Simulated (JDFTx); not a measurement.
# Al2Pt (Fm-3m) in JDFTx: convergence with energy threshold

Aim: find how far energy threshold must go before the results for Al2Pt settle, at PBE. This setting moves, with any that are tied to it; all else stays.

Program: JDFTx 1.7.0 (patched build). These are calculated values, not measurements. Logs are shortened: lines on timing, memory, paths and dates and some standing lists are left out, and cuts for length are marked. The log counts tension as positive stress, the text compression.

## Step 1: The crystal as given

It takes space group Fm-3m (No. 225, cubic). The conventional cell has a = 5.910 Å, b = 5.910 Å, c = 5.910 Å, α = 90.00°, β = 90.00°, γ = 90.00°. Pt (site symmetry m-3m) has 8 Al at 2.56 Å as nearest neighbours. Al (site symmetry -43m) is surrounded by 4 Pt at 2.56 Å.

## Step 2: With energy threshold 0.001 Ha

The input, Al2Pt.in:

```
lattice \
    0.0000000000     5.5841406983     5.5841406983 \
    5.5841406983     0.0000000000     5.5841406983 \
    5.5841406983     5.5841406983     0.0000000000
coords-type Cartesian
ion Pt     0.0000000000     0.0000000000     0.0000000000 1
ion Al     8.3762110474     8.3762110474     8.3762110474 1
ion Al     2.7920703491     2.7920703491     2.7920703491 1

ion-species pseudo/Pt.upf
ion-species pseudo/Al.upf
elec-cutoff 42 336
elec-ex-corr gga-PBE
kpoint-folding 8 8 8
elec-smearing Fermi 0.0018374661
elec-n-bands 18
electronic-SCF nIterations 100 energyDiffThreshold 0.001
electronic-minimize nIterations 30 energyDiffThreshold 1e-7
forces-output-coords Cartesian

dump-name run.$VAR
dump End Ecomponents EigStats BandEigs Kpoints Forces Stress
```

Potentials or basis: PseudoDojo-SR-PBE-0.5-stringent with smoothed tails.

Run with:

```bash
jdftx -c 1 -i Al2Pt.in -o Al2Pt.out
```

What it wrote:

```text
*************** JDFTx 1.7.0 (patched build) ***************

Input parsed successfully to the following command list (including defaults):
[... the input with its defaults ...]

---------- Setting up symmetries ----------

Found 48 point-group symmetries of the bravais lattice
Found 48 space-group symmetries with basis
Applied RMS atom displacement 4.08242e-11 bohrs to make symmetries exact.

---------- Initializing the Grid ----------
R =
[            0      5.58414      5.58414  ]
[      5.58414            0      5.58414  ]
[      5.58414      5.58414            0  ]
unit cell volume = 348.256
G =
[  -0.562592   0.562592   0.562592  ]
[   0.562592  -0.562592   0.562592  ]
[   0.562592   0.562592  -0.562592  ]
Minimum fftbox size, Smin = [  68  68  68  ]
Chosen fftbox size, S = [  70  70  70  ]

---------- Initializing tighter grid for wavefunction operations ----------
R =
[            0      5.58414      5.58414  ]
[      5.58414            0      5.58414  ]
[      5.58414      5.58414            0  ]
unit cell volume = 348.256
G =
[  -0.562592   0.562592   0.562592  ]
[   0.562592  -0.562592   0.562592  ]
[   0.562592   0.562592  -0.562592  ]
Minimum fftbox size, Smin = [  48  48  48  ]
Chosen fftbox size, S = [  48  48  48  ]

---------- Exchange Correlation functional ----------
Initalized PBE GGA exchange.
Initalized PBE GGA correlation.

---------- Setting up pseudopotentials ----------
Width of ionic core gaussian charges (only for fluid interactions / plotting) set to 0

Reading pseudopotential file 'pseudo/Pt.upf':
  'Pt' pseudopotential, 'PBE' functional
  Generated using ONCVPSP code by D. R. Hamann
  18 valence electrons, 4 orbitals, 8 projectors, 1001 radial grid points, with lMax = 3
    5S    l: 0   occupation:  2.0   eigenvalue: -3.741794
    5P    l: 1   occupation:  6.0   eigenvalue: -2.058655
    5D    l: 2   occupation:  9.0   eigenvalue: -0.225689
    6S    l: 0   occupation:  1.0   eigenvalue: -0.207978
  Core radius for overlap checks: 1.88 bohrs.

Reading pseudopotential file 'pseudo/Al.upf':
  'Al' pseudopotential, 'PBE' functional
  Generated using ONCVPSP code by D. R. Hamann
  3 valence electrons, 2 orbitals, 6 projectors, 1001 radial grid points, with lMax = 2
    3S    l: 0   occupation:  2.0   eigenvalue: -0.284914
    3P    l: 1   occupation:  1.0   eigenvalue: -0.099668
  Core radius for overlap checks: 1.74 bohrs.

Initialized 2 species with 3 total atoms.

Folded 1 k-points by 8x8x8 to 512 k-points.

---------- Setting up k-points, bands, fillings ----------
Reduced to 29 k-points under symmetry.
Computing the number of bands and number of electrons
Calculating initial fillings.
nElectrons:  24.000000   nBands: 18   nStates: 29

----- Setting up reduced wavefunction bases (one per k-point) -----
average nbasis = 4528.232 , ideal nbasis = 4527.589

---------- Setting up ewald sum ----------
Optimum gaussian width for ewald sums = 2.370491 bohr.
Real space sum over 1331 unit cells with max indices [  5  5  5  ]
Reciprocal space sum over 3375 terms with max indices [  7  7  7  ]

---------- Allocating electronic variables ----------
Initializing wave functions:  linear combination of atomic orbitals
Pt pseudo-atom occupations:   s ( 2 0 )  p ( 6 )  d ( 10 )
Al pseudo-atom occupations:   s ( 2 )  p ( 1 )
	FillingsUpdate:  mu: +0.430145846  nElectrons: 24.000000
LCAOMinimize: Iter:   0  F: -124.7824971856272782  |grad|_K:  2.045e-02  alpha:  1.000e+00
	FillingsUpdate:  mu: +0.528598346  nElectrons: 24.000000
LCAOMinimize: Iter:   1  F: -125.2027036344076123  |grad|_K:  6.956e-03  alpha:  4.925e-01  linmin:  2.396e-01  cgtest: -1.584e+00
LCAOMinimize: 	Bad step direction: g.d > 0.
[... 18 lines of inner loops ...]
LCAOMinimize: Encountered beta<0, resetting CG.
	FillingsUpdate:  mu: +0.449630250  nElectrons: 24.000000
LCAOMinimize: Iter:   8  F: -125.3289810108558413  |grad|_K:  5.613e-08  alpha:  9.160e-01  linmin: -1.775e-02  cgtest:  1.222e-01
LCAOMinimize: Converged (|Delta F|<1.000000e-06 for 2 iters).

-------- Electronic minimization -----------
Will mix electronic density at each iteration.
	FillingsUpdate:  mu: +0.449630250  nElectrons: 24.000000
	FillingsUpdate:  mu: +0.422333983  nElectrons: 24.000000
SCF: Cycle:  0   F: -125.439554853045607   dF: -1.106e-01   |Residual|: 9.584e-02   |deigs|: 3.785e-02
	FillingsUpdate:  mu: +0.416403164  nElectrons: 24.000000
SCF: Cycle:  1   F: -125.449077501462881   dF: -9.523e-03   |Residual|: 3.445e-02   |deigs|: 1.987e-02
	FillingsUpdate:  mu: +0.418106534  nElectrons: 24.000000
SCF: Cycle:  2   F: -125.449805261942018   dF: -7.278e-04   |Residual|: 2.049e-02   |deigs|: 5.165e-03
	FillingsUpdate:  mu: +0.419121436  nElectrons: 24.000000
SCF: Cycle:  3   F: -125.449859087981793   dF: -5.383e-05   |Residual|: 2.858e-03   |deigs|: 1.608e-03
SCF: Converged (|Delta E|<1.000000e-03 for 2 iters).

WARNING: filled levels still moved by 9.6e-04 Eh in the last cycle and may be farther than that from their end: converge the SCF further.
Setting wave functions to eigenvectors of Hamiltonian

# Stress tensor in Cartesian coordinates [Eh/a0^3]:
[ -5.53937e-05            0            0  ]
[            0 -5.53937e-05            0  ]
[            0            0 -5.53937e-05  ]

# Ionic positions in cartesian coordinates:
ion Pt  -0.000000000033333  -0.000000000033333  -0.000000000033333 1
ion Al   8.376211047416666   8.376211047416666   8.376211047416666 1
ion Al   2.792070349116667   2.792070349116667   2.792070349116667 1

# Forces in Cartesian coordinates:
force Pt  -0.000000000000000  -0.000000000000000   0.000000000000000 1
force Al   0.000000000000000  -0.000000000000000   0.000000000000000 1
force Al  -0.000000000000000   0.000000000000000  -0.000000000000000 1

# Energy components:
   Eewald =      -78.8329076009979985
       EH =       38.3746800614254369
     Eloc =     -116.6024575803838133
      Enl =        8.7610155881041027
      Exc =      -25.9858798809234059
 Exc_core =        9.8745914470641321
       KE =       38.9615593356024021
-------------------------------------
     Etot =     -125.4493986301091297
       TS =        0.0004604578726699
-------------------------------------
        F =     -125.4498590879817925

IonicMinimize: Iter:   0  F: -125.449859087981793  |grad|_K:        nan
IonicMinimize: None of the convergence criteria satisfied after 0 iterations.

#--- Lowdin population analysis ---
# oxidation-state Pt +0.202
# oxidation-state Al -0.020 -0.020

Dumping 'run.eigStats' ...
	eMin: -3.217667 at state 0 ( [ +0.000000 +0.000000 +0.000000 ] spin 0 )
	HOMO: +0.416506 at state 13 ( [ +0.000000 +0.250000 +0.375000 ] spin 0 )
	mu  : +0.419121
	LUMO: +0.420149 at state 9 ( [ +0.000000 +0.125000 -0.375000 ] spin 0 )
	eMax: +0.830585 at state 20 ( [ +0.000000 +0.500000 +0.500000 ] spin 0 )
	HOMO-LUMO gap: +0.003643
	Optical gap  : +0.040348 at state 23 ( [ +0.125000 +0.250000 -0.375000 ] spin 0 )
Done!
```

Wall time 93 s (1 thread of Arm Neoverse V1, shared host); peak memory 0.24 GiB.

Results:

| Quantity | Value |
| --- | --- |
| Free energy | -3413.6646 eV |
| Pressure | 1.6 GPa |
| Band gap on the k mesh | none (metal or under the smearing width) |

## Step 3: With energy threshold 0.0001 Ha

Al2Pt.in, as its differences from that of step 2:

```diff
@@ -16,3 +16,3 @@
 elec-n-bands 18
-electronic-SCF nIterations 100 energyDiffThreshold 0.001
+electronic-SCF nIterations 100 energyDiffThreshold 0.0001
 electronic-minimize nIterations 30 energyDiffThreshold 1e-7
```

Potentials or basis: PseudoDojo-SR-PBE-0.5-stringent with smoothed tails.

Run with:

```bash
jdftx -c 1 -i Al2Pt.in -o Al2Pt.out
```

Wall time 1.7 min (1 thread of Arm Neoverse V1, shared host); peak memory 0.24 GiB.

Results:

```yaml
Free_energy: -3413.6647 eV
Pressure: 2.1 GPa
Band_gap_on_the_k_mesh: none (metal or under the smearing width)
```

## Step 4: With energy threshold 1e-05 Ha

Al2Pt.in, as its differences from that of step 3:

```diff
@@ -16,3 +16,3 @@
 elec-n-bands 18
-electronic-SCF nIterations 100 energyDiffThreshold 0.0001
+electronic-SCF nIterations 100 energyDiffThreshold 1e-05
 electronic-minimize nIterations 30 energyDiffThreshold 1e-7
```

Run with:

```bash
jdftx -c 1 -i Al2Pt.in -o Al2Pt.out
```

Wall time 1.8 min (1 thread of Arm Neoverse V1, shared host); peak memory 0.24 GiB.

Results:

- Free energy: -3413.6647 eV
- Pressure: 2.3 GPa
- Band gap on the k mesh: none (metal or under the smearing width)

## Step 5: With energy threshold 1e-06 Ha

Al2Pt.in, as its differences from that of step 4:

```diff
@@ -16,3 +16,3 @@
 elec-n-bands 18
-electronic-SCF nIterations 100 energyDiffThreshold 1e-05
+electronic-SCF nIterations 100 energyDiffThreshold 1e-06
 electronic-minimize nIterations 30 energyDiffThreshold 1e-7
```

Run with:

```bash
jdftx -c 1 -i Al2Pt.in -o Al2Pt.out
```

Wall time 2.1 min (1 thread of Arm Neoverse V1, shared host); peak memory 0.25 GiB.

Results:

```yaml
Free_energy: -3413.6647 eV
Pressure: 2.3 GPa
Band_gap_on_the_k_mesh: none (metal or under the smearing width)
```

## Step 6: With energy threshold 1e-07 Ha

Al2Pt.in, as its differences from that of step 5:

```diff
@@ -16,3 +16,3 @@
 elec-n-bands 18
-electronic-SCF nIterations 100 energyDiffThreshold 1e-06
+electronic-SCF nIterations 100 energyDiffThreshold 1e-07
 electronic-minimize nIterations 30 energyDiffThreshold 1e-7
```

Potentials or basis: PseudoDojo-SR-PBE-0.5-stringent with smoothed tails.

Run with:

```bash
jdftx -c 1 -i Al2Pt.in -o Al2Pt.out
```

It took 2.2 min on 1 thread of Arm Neoverse V1, shared host; peak memory 0.25 GiB.

It converged, with:

```
Free energy            : -3413.6647 eV
Pressure               : 2.3 GPa
Band gap on the k mesh : none (metal or under the smearing width)
```

## Step 7: With energy threshold 1e-08 Ha

Al2Pt.in, as its differences from that of step 6:

```diff
@@ -16,3 +16,3 @@
 elec-n-bands 18
-electronic-SCF nIterations 100 energyDiffThreshold 1e-07
+electronic-SCF nIterations 100 energyDiffThreshold 1e-08
 electronic-minimize nIterations 30 energyDiffThreshold 1e-7
```

Run with:

```bash
jdftx -c 1 -i Al2Pt.in -o Al2Pt.out
```

Run time: 2.5 min. Hardware: 1 thread of Arm Neoverse V1, shared host; peak memory 0.24 GiB.

The run converged. Its results:

- Free energy: -3413.6647 eV
- Pressure: 2.3 GPa
- Band gap on the k mesh: none (metal or under the smearing width)

## Step 8: With energy threshold 1e-10 Ha

Al2Pt.in, as its differences from that of step 7:

```diff
@@ -16,3 +16,3 @@
 elec-n-bands 18
-electronic-SCF nIterations 100 energyDiffThreshold 1e-08
+electronic-SCF nIterations 100 energyDiffThreshold 1e-10
 electronic-minimize nIterations 30 energyDiffThreshold 1e-7
```

Run with:

```bash
jdftx -c 1 -i Al2Pt.in -o Al2Pt.out
```

Wall time 3.1 min (1 thread of Arm Neoverse V1, shared host); peak memory 0.24 GiB.

It converged, with:

```
Free energy            : -3413.6647 eV
Pressure               : 2.3 GPa
Band gap on the k mesh : none (metal or under the smearing width)
```

## Step 9: Result

```tsv
energy threshold	energy less the tightest run, at zero smearing (meV/atom)	pressure (GPa)	SCF cycles	CPU time (s)	peak memory (GiB)
0.001 Ha	0.05	1.63	4	93	0.24
0.0001 Ha	0.02	2.12	5	100	0.24
1e-05 Ha	0.00	2.26	6	110	0.24
1e-06 Ha	0.00	2.31	8	130	0.25
1e-07 Ha	0.00	2.30	9	130	0.25
1e-08 Ha	0.00	2.30	11	150	0.24
1e-10 Ha	0.00	2.30	16	180	0.24
```

Against the tightest run, the energy stays within 1 meV/atom from 0.001 Ha on; the pressure stays within 0.1 GPa from 1e-05 Ha on. The tightest run that finished is the yardstick and may itself not be fully converged.
